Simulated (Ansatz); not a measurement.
# Ni: a scan of SCF settings, part 2 of 2

Which SCF settings change the result for Ni, and which only the effort? The default run comes first. The cell (1 atom) is Ni in the measured crystal structure (space group Fm-3m). Source: COD entry 2102299.

Ansatz 0.2.0; DFT r2SCAN, PAW, plane waves, scalar-relativistic.

**8. Anderson, β 0.02, history 12, no preconditioner**

input.yaml

```yaml
crystal:
  lattice:
    - [0.0, 1.77045, 1.77045]
    - [1.77045, 0.0, 1.77045]
    - [1.77045, 1.77045, 0.0]
  atoms:
    - { symbol: Ni, position: [0.0, 0.0, 0.0], spin: 2.0 }
magnetization:
  spin_polarized: true
hamiltonian:
  xc: r2scan
  pseudopotentials: { kind: paw }
basis:
  ecutwfc: 500
kpoints:
  mp_grid: { grid: [14, 14, 14] }
scf:
  occupations: { method: fermi_dirac, width: 0.1 }
  lower_state_search: "off"
  algorithm: density_mixing
  max_iter: 100
  mixing: { algorithm: anderson, ndim: 12, beta: 0.02, preconditioner: none }
output:
  forces: true
  stress: true
```

The run is started by

```
> ansatz run input.yaml --threads 2 --pin off --max-ram 5120MiB --backend cpu --events-out ev --progress --plain --runs-dir out
```

Standard output, shortened:

```text
[... 21 lines as in an earlier run ...]
Starting moments: Σ|m| = 2 μB on 1 of 1 site
[... 3 lines as in an earlier run ...]
SCF iter   1: F=-5845.189396 eV  HF=-5844.885544 eV  |F-HF|=3.04e-1  |Δ(HF+E_count)|=         —  Δρ=1.11e-1 (↑8.84e-2 ↓1.11e-1)  dr2=3.29e-2  dr2_τ=1.66e-2  dr2_m=9.99e-1  M=1.041 μB ∫|m|=1.181 μB  β_m=0.04  ethr=1.86e-4  ⟨swp⟩=1.0  Hψ=21385  notcnv=0
[...]
[... 1 line as in an earlier run ...]
[...]
SCF iter  24: F=-5845.291882 eV  HF=-5845.291882 eV  |F-HF|=1.39e-7  |Δ(HF+E_count)|=   1.45e-7  Δρ=5.78e-6 (↑5.78e-6 ↓5.14e-6)  dr2=1.38e-9  dr2_τ=6.67e-11  dr2_m=1.64e-9  M=0.757 μB ∫|m|=0.937 μB  ethr=5.93e-12  ⟨swp⟩=3.5  Hψ=7805  notcnv=0
[...]
[... 1 line as in an earlier run ...]
SCF converged after 24 iterations
Magnetization: 0.7571 μB (9.3786 up, 8.6214 down)
Absolute magnetization: 0.9377 μB (∫|ρ↑−ρ↓|, with the PAW one-centre terms)
Spin contamination: 0.0234 ħ² per cell (⟨S²⟩ above its minimum at these occupations)
Per-site moments (μB) at R_I (Å): [(0.8281187242872022, 1.0328151906201717)]
Free energy (F): -5845.291882 eV
[...]
E sigma→0 (E₀):  -5845.271012 eV
Entropy (-TS):   -0.041741 eV (-41.741 meV/atom)
Fermi energy:    17.666708 eV
[... 25 lines left out: energy terms, forces, stress ...]
```

Run time: 6.8 s. Hardware: 2 threads of Arm Neoverse V1, shared host; peak memory 0.32 GiB.

Compared with step 2: the same free energy; 24 iterations in place of 15.

**9. Linear mixing, β 0.3, no preconditioner**

input.yaml, as its differences from that of step 8:

```diff
@@ -21,3 +21,3 @@
   max_iter: 100
-  mixing: { algorithm: anderson, ndim: 12, beta: 0.02, preconditioner: none }
+  mixing: { algorithm: anderson, ndim: 1, beta: 0.3, preconditioner: none }
 output:
```

The run is started by

```
> ansatz run input.yaml --threads 2 --pin off --max-ram 5120MiB --backend cpu --events-out ev --progress --plain --runs-dir out
```

Standard output, shortened:

```text
[... 21 lines as in an earlier run ...]
Starting moments: Σ|m| = 2 μB on 1 of 1 site
[... 3 lines as in an earlier run ...]
SCF iter   1: F=-5845.189396 eV  HF=-5844.885544 eV  |F-HF|=3.04e-1  |Δ(HF+E_count)|=         —  Δρ=1.11e-1 (↑8.84e-2 ↓1.11e-1)  dr2=3.29e-2  dr2_τ=1.66e-2  dr2_m=9.99e-1  M=1.041 μB ∫|m|=1.181 μB  β_m=0.63  ethr=1.86e-4  ⟨swp⟩=1.0  Hψ=21385  notcnv=0
[...]
[... 1 line as in an earlier run ...]
[...]
SCF iter  37: F=-5845.291882 eV  HF=-5845.291882 eV  |F-HF|=1.13e-7  |Δ(HF+E_count)|=   6.59e-8  Δρ=4.21e-6 (↑2.86e-6 ↓4.21e-6)  dr2=3.36e-10  dr2_τ=3.00e-12  dr2_m=1.21e-9  M=0.757 μB ∫|m|=0.937 μB  ethr=2.91e-12  ⟨swp⟩=3.1  Hψ=7599  notcnv=0
[...]
[... 1 line as in an earlier run ...]
SCF converged after 37 iterations
Magnetization: 0.7572 μB (9.3786 up, 8.6214 down)
Absolute magnetization: 0.9380 μB (∫|ρ↑−ρ↓|, with the PAW one-centre terms)
Spin contamination: 0.0234 ħ² per cell (⟨S²⟩ above its minimum at these occupations)
Per-site moments (μB) at R_I (Å): [(0.8282605308827132, 1.0328151906201717)]
Free energy (F): -5845.291882 eV
[...]
E sigma→0 (E₀):  -5845.271016 eV
Entropy (-TS):   -0.041732 eV (-41.732 meV/atom)
Fermi energy:    17.666967 eV
[... 25 lines left out: energy terms, forces, stress ...]
```

Wall time 9.4 s (2 threads of Arm Neoverse V1, shared host); peak memory 0.31 GiB.

37 iterations against 15; the same free energy.

**10. Fermi–Dirac width 0.001 eV, no switch to direct minimisation**

input.yaml, as its differences from that of step 9:

```diff
@@ -17,3 +17,3 @@
 scf:
-  occupations: { method: fermi_dirac, width: 0.1 }
+  occupations: { method: fermi_dirac, width: 0.001 }
   lower_state_search: "off"
@@ -21,3 +21,3 @@
   max_iter: 100
-  mixing: { algorithm: anderson, ndim: 1, beta: 0.3, preconditioner: none }
+  mixing: {}
 output:
```

The run is started by

```
> ansatz run input.yaml --threads 2 --pin off --max-ram 5120MiB --backend cpu --events-out ev --progress --plain --runs-dir out
```

Standard output:

```text
[... 21 lines as in an earlier run ...]
Starting moments: Σ|m| = 2 μB on 1 of 1 site
[... 3 lines as in an earlier run ...]
SCF iter   1: F=-5845.166510 eV  HF=-5844.860658 eV  |F-HF|=3.06e-1  |Δ(HF+E_count)|=         —  Δρ=1.10e-1 (↑8.76e-2 ↓1.10e-1)  dr2=3.24e-2  dr2_τ=1.65e-2  dr2_m=9.79e-1  M=1.049 μB ∫|m|=1.186 μB  β_m=0.63  ethr=1.83e-4  ⟨swp⟩=1.1  Hψ=21154  notcnv=0
Mixer restart at iter 1: flushing history
preconditioner: auto → none  [insulator: Δε(μ)=0.009 eV  Ē_g=17.546 eV  σ=0.001 eV  W_gap=0.52  n_scr=0 (ndim 8)  ℏωp=35.2 eV  f_vac=0.000  D(μ)=4.78/eV (n_scr^D=136)  ε∞_Penn≈5.0]
[... 1 line as in an earlier run ...]
SCF iter   2: F=-5845.211115 eV  HF=-5844.995232 eV  |F-HF|=2.16e-1  |Δ(HF+E_count)|=   1.35e-1  Δρ=5.45e-2 (↑3.89e-2 ↓5.45e-2)  dr2=1.70e-2  dr2_τ=1.26e-3  dr2_m=2.14e-1  M=0.961 μB ∫|m|=1.143 μB  β_m=1.20  ethr=1.80e-4  ⟨swp⟩=3.0  Hψ=7631  notcnv=0  κ⁻¹=1.0e0(r=1)
SCF iter   3: F=-5845.246987 eV  HF=-5845.039141 eV  |F-HF|=2.08e-1  |Δ(HF+E_count)|=   4.39e-2  Δρ=1.11e-2 (↑6.74e-3 ↓1.11e-2)  dr2=3.01e-3  dr2_τ=9.97e-5  dr2_m=3.57e-3  M=0.839 μB ∫|m|=1.086 μB  β_m=1.20  ethr=9.44e-5  ⟨swp⟩=3.0  Hψ=7533  notcnv=0  κ⁻¹=8.8e-3(r=2)
SCF iter   4: F=-5845.260830 eV  HF=-5845.158166 eV  |F-HF|=1.03e-1  |Δ(HF+E_count)|=   1.19e-1  Δρ=9.78e-3 (↑4.64e-3 ↓9.78e-3)  dr2=5.31e-3  dr2_τ=6.15e-5  dr2_m=2.07e-3  M=0.792 μB ∫|m|=1.043 μB  β_m=1.20  ethr=1.67e-5  ⟨swp⟩=2.7  Hψ=7390  notcnv=0  defer=15  κ⁻¹=2.6e-3(r=3)
SCF iter   5: F=-5845.263124 eV  HF=-5845.181680 eV  |F-HF|=8.14e-2  |Δ(HF+E_count)|=   2.35e-2  Δρ=7.82e-3 (↑4.12e-3 ↓7.82e-3)  dr2=3.60e-3  dr2_τ=5.07e-5  dr2_m=1.24e-3  M=0.786 μB ∫|m|=1.034 μB  β_m=1.20  ethr=1.67e-5  ⟨swp⟩=2.0  Hψ=5045  notcnv=0  defer=48  κ⁻¹=1.2e-4(r=4)
SCF iter   6: F=-5845.269289 eV  HF=-5845.262475 eV  |F-HF|=6.81e-3  |Δ(HF+E_count)|=   8.08e-2  Δρ=1.44e-3 (↑1.09e-3 ↓1.44e-3)  dr2=6.73e-5  dr2_τ=4.75e-6  dr2_m=6.36e-5  M=0.786 μB ∫|m|=0.984 μB  β_m=1.20  ethr=1.67e-5  ⟨swp⟩=2.9  Hψ=7354  notcnv=0  defer=48  κ⁻¹=1.9e-5(r=5)
SCF iter   7: F=-5845.270138 eV  HF=-5845.269858 eV  |F-HF|=2.80e-4  |Δ(HF+E_count)|=   7.38e-3  Δρ=2.50e-3 (↑2.17e-3 ↓2.50e-3)  dr2=2.53e-5  dr2_τ=2.18e-6  dr2_m=5.45e-4  M=0.769 μB ∫|m|=0.955 μB  β_m=1.20  ethr=3.74e-7  ⟨swp⟩=3.2  Hψ=9220  notcnv=0  defer=117  κ⁻¹=1.0e-5(r=6)
SCF iter   8: F=-5845.270193 eV  HF=-5845.270017 eV  |F-HF|=1.76e-4  |Δ(HF+E_count)|=   1.59e-4  Δρ=1.14e-3 (↑1.14e-3 ↓8.98e-4)  dr2=9.73e-6  dr2_τ=4.45e-7  dr2_m=9.92e-5  M=0.769 μB ∫|m|=0.952 μB  β_m=1.20  ethr=1.41e-7  ⟨swp⟩=3.1  Hψ=5337  notcnv=0  defer=120  κ⁻¹=6.0e-6(r=7)
SCF iter   9: F=-5845.270214 eV  HF=-5845.270139 eV  |F-HF|=7.54e-5  |Δ(HF+E_count)|=   1.22e-4  Δρ=8.91e-4 (↑8.91e-4 ↓8.49e-4)  dr2=2.71e-6  dr2_τ=4.98e-7  dr2_m=7.48e-5  M=0.769 μB ∫|m|=0.950 μB  β_m=1.20  ethr=5.41e-8  ⟨swp⟩=3.1  Hψ=6328  notcnv=0  defer=120  κ⁻¹=7.9e-7(r=8)
SCF iter  10: F=-5845.270223 eV  HF=-5845.270209 eV  |F-HF|=1.40e-5  |Δ(HF+E_count)|=   7.04e-5  Δρ=2.86e-4 (↑2.86e-4 ↓2.23e-4)  dr2=5.25e-7  dr2_τ=3.07e-8  dr2_m=6.24e-6  M=0.769 μB ∫|m|=0.950 μB  β_m=1.20  ethr=1.50e-8  ⟨swp⟩=2.9  Hψ=6167  notcnv=0  defer=120  κ⁻¹=1.0e-6(r=8)
SCF iter  11: F=-5845.270225 eV  HF=-5845.270226 eV  |F-HF|=7.38e-7  |Δ(HF+E_count)|=   1.65e-5  Δρ=2.12e-4 (↑7.03e-5 ↓2.12e-4)  dr2=1.68e-6  dr2_τ=1.36e-8  dr2_m=1.90e-6  M=0.769 μB ∫|m|=0.948 μB  β_m=1.20  ethr=2.92e-9  ⟨swp⟩=2.7  Hψ=6132  notcnv=0  defer=120  κ⁻¹=3.1e-6(r=8)
SCF iter  12: F=-5845.270226 eV  HF=-5845.270225 eV  |F-HF|=8.58e-8  |Δ(HF+E_count)|=   2.80e-7  Δρ=4.09e-5 (↑4.09e-5 ↓1.17e-5)  dr2=1.50e-7  dr2_τ=6.08e-10  dr2_m=3.48e-8  M=0.769 μB ∫|m|=0.948 μB  β_m=1.20  ethr=2.92e-9  ⟨swp⟩=1.7  Hψ=3876  notcnv=0  defer=121  κ⁻¹=1.5e-6(r=8)
SCF iter  13: F=-5845.270226 eV  HF=-5845.270225 eV  |F-HF|=7.36e-8  |Δ(HF+E_count)|=   5.00e-8  Δρ=2.44e-5 (↑2.19e-5 ↓2.44e-5)  dr2=8.01e-10  dr2_τ=2.44e-10  dr2_m=5.36e-8  M=0.769 μB ∫|m|=0.948 μB  β_m=1.20  ethr=5.56e-10  ⟨swp⟩=4.3  Hψ=9310  notcnv=0  κ⁻¹=4.7e-7(r=8)
SCF iter  14: F=-5845.270226 eV  HF=-5845.270226 eV  |F-HF|=3.56e-9  |Δ(HF+E_count)|=   8.27e-8  Δρ=2.71e-6 (↑1.27e-6 ↓2.71e-6)  dr2=6.63e-10  dr2_τ=1.08e-11  dr2_m=1.21e-10  M=0.769 μB ∫|m|=0.948 μB  ethr=4.45e-12  ⟨swp⟩=4.0  Hψ=8731  notcnv=0
SCF 1 converged in 14 iterations: F = -5845.270226 eV  dr2 = 6.63e-10
[... 1 line as in an earlier run ...]
SCF converged after 14 iterations
Magnetization: 0.7690 μB (9.3845 up, 8.6155 down)
Absolute magnetization: 0.9495 μB (∫|ρ↑−ρ↓|, with the PAW one-centre terms)
Spin contamination: 0.0235 ħ² per cell (⟨S²⟩ above its minimum at these occupations)
Per-site moments (μB) at R_I (Å): [(0.839763794841197, 1.0328151906201717)]
Free energy (F): -5845.270226 eV
Harris-Foulkes:  -5845.270226 eV  (|F-HF|=3.56e-9)
Internal energy: -5845.270217 eV  (E = F + TS)
E sigma→0 (E₀):  -5845.270221 eV
Entropy (-TS):   -0.000009 eV (-0.009 meV/atom)
Fermi energy:    17.716832 eV
--- Per-component energies (eV) ---
  E_band       = -318.072601
  E_kinetic    = 281.123806
  E_local      = -3475.417676  (includes V_loc(G=0)·N_el)
  E_nonlocal   = 640.422671
  E_hartree    = 1452.056916
  E_xc         = -78.407452
  E_vxc        = -116.388497  (∫ρ·V_xc dr)
  E_paw        = -1644.244545  (= ΣΔE_a)
  E_vpaw       = -560.553649  (= ΣTr[D̂ρ^β])
  E_aug_tail   = 0.000220  (compensation charges beyond the density's cutoff)
  E_vtau       = 8.624952  (kinetic-family band-sum trace: ∫τ·v_τ [+ j·A + Jᵃ·Aᵃ] dr)
  E_ewald      = -3020.504088
  E_core_change = -0.300069  (= ΣΔE_core)
  E_smearing   = -0.000009  (= −TS)
  E_closure    = 0.000000  (closes the sum)
  Σ components = -5845.270226   (vs F -5845.270226, Δ=0.00e0)
--- Forces (eV/Å), atoms counted from 1 ---
  atom   1  Ni    -0.00000000    -0.00000000    -0.00000000
  max |Σ_I F_I| component: 9.86e-32 eV/Å
--- Stress (GPa, compression-positive) ---
      -10.222437      -0.000000      -0.000000
        0.000000     -10.222437       0.000000
       -0.000000       0.000000     -10.222437
  P = ⅓ Tr σ = -10.2224 GPa (-102.224 kbar)
```

It took 4.5 s on 2 threads of Arm Neoverse V1, shared host; peak memory 0.32 GiB.

Compared with step 2: free energy shifted by +21.7 meV/atom, zero-width estimate shifted by +0.8 meV/atom, pressure -10.2 GPa against -10.0; 14 iterations in place of 15.

**11. The runs side by side**

| step | settings | iterations | time | against the default run |
| --- | --- | --- | --- | --- |
| 2 | default SCF settings | 15 | 4.7 s | reference |
| 3 | cutoff 180 eV | 25 | 3.1 s | free energy shifted by +30011 meV/atom, so these numbers say nothing of the material, pressure -134.9 GPa against -10.0, moments Ni1 0.00 μB against Ni1 0.83 |
| 4 | Anderson, β 1.0, backtracking line search | 14 | 5.2 s | the same free energy |
| 5 | Gaussian smearing, width 0.15 eV | 12 | 3.9 s | free energy shifted by +14.0 meV/atom, zero-width estimate shifted by +0.6 meV/atom, pressure -10.1 GPa against -10.0 |
| 6 | Fermi–Dirac width 0.0005 eV, no switch to direct minimisation | 15 | 5.2 s | free energy shifted by +21.7 meV/atom, zero-width estimate shifted by +0.8 meV/atom, pressure -10.2 GPa against -10.0 |
| 7 | Broyden, β 1.0, history 8, no preconditioner | 14 | 5.1 s | the same free energy |
| 8 | Anderson, β 0.02, history 12, no preconditioner | 24 | 6.8 s | the same free energy |
| 9 | linear mixing, β 0.3, no preconditioner | 37 | 9.4 s | the same free energy |
| 10 | Fermi–Dirac width 0.001 eV, no switch to direct minimisation | 14 | 4.5 s | free energy shifted by +21.7 meV/atom, zero-width estimate shifted by +0.8 meV/atom, pressure -10.2 GPa against -10.0 |

Decimal logarithm of the largest residual (eV) by iteration, counted through all cycles of a run (8 of the 9 runs):

```
iteration  step 2  step 3  step 4  step 5  step 6  step 7  step 8  step 9
        1     0.0     0.9     0.0     0.0     0.0     0.0     0.0     0.0
        2    -0.7     0.5    -0.1    -0.7    -0.7    -0.1     0.0    -0.7
        3    -2.3     0.0    -1.2    -2.1    -2.4    -1.2     0.0    -2.0
        4    -2.5    -0.6    -1.3    -2.6    -2.3    -1.3    -2.3    -2.2
        5    -2.8    -1.1    -1.7    -3.4    -2.4    -1.7    -2.3    -2.5
        8    -4.9    -3.7    -3.7    -5.2    -3.8    -3.7    -2.7    -3.1
       11    -6.4    -4.3    -6.0    -6.8    -5.6    -6.3    -3.1    -3.8
       14    -8.6    -3.9    -8.7       -    -7.9    -8.7    -4.5    -4.5
       17       -    -6.1       -       -       -       -    -5.4    -5.2
       21       -    -7.6       -       -       -       -    -7.5    -6.0
       24       -   -10.1       -       -       -       -    -8.8    -6.5
       27       -       -       -       -       -       -       -    -7.1
       30       -       -       -       -       -       -       -    -7.6
       34       -       -       -       -       -       -       -    -8.4
       37       -       -       -       -       -       -       -    -8.9
```

**12. Summary of results**

The summary covers parts 1 to 2.

| quantity | value |
| --- | --- |
| default run | 15 iterations, ferromagnetic, site moments Ni1 0.83 μB, total 0.76 μB per cell, no gap on the k-mesh |
| fewest iterations to that state among the runs shown | 14 (Anderson, β 1.0, backtracking line search) |
| most iterations to it | 37 (linear mixing, β 0.3, no preconditioner) |
| runs that end in another state, among changes of path alone | 0 |
| largest shift of the free energy by occupations, cutoff, mesh or field | +30011 meV/atom (cutoff 180 eV) |

What this shows: The default and the runs that change only the path, 5 in all, end in one state, in 14 to 37 iterations. Occupations, cutoff, mesh and fields change the problem that is solved, not just the path; the largest shift here is that of “cutoff 180 eV”. Other settings tried on this cell gave no result: cutoff 30 eV (input refused); 0 bands beyond the filled ones (input refused). Counts include iterations that the program adds to test a close, so a difference of one or two ranks nothing. The starting density is a sum of atomic densities.
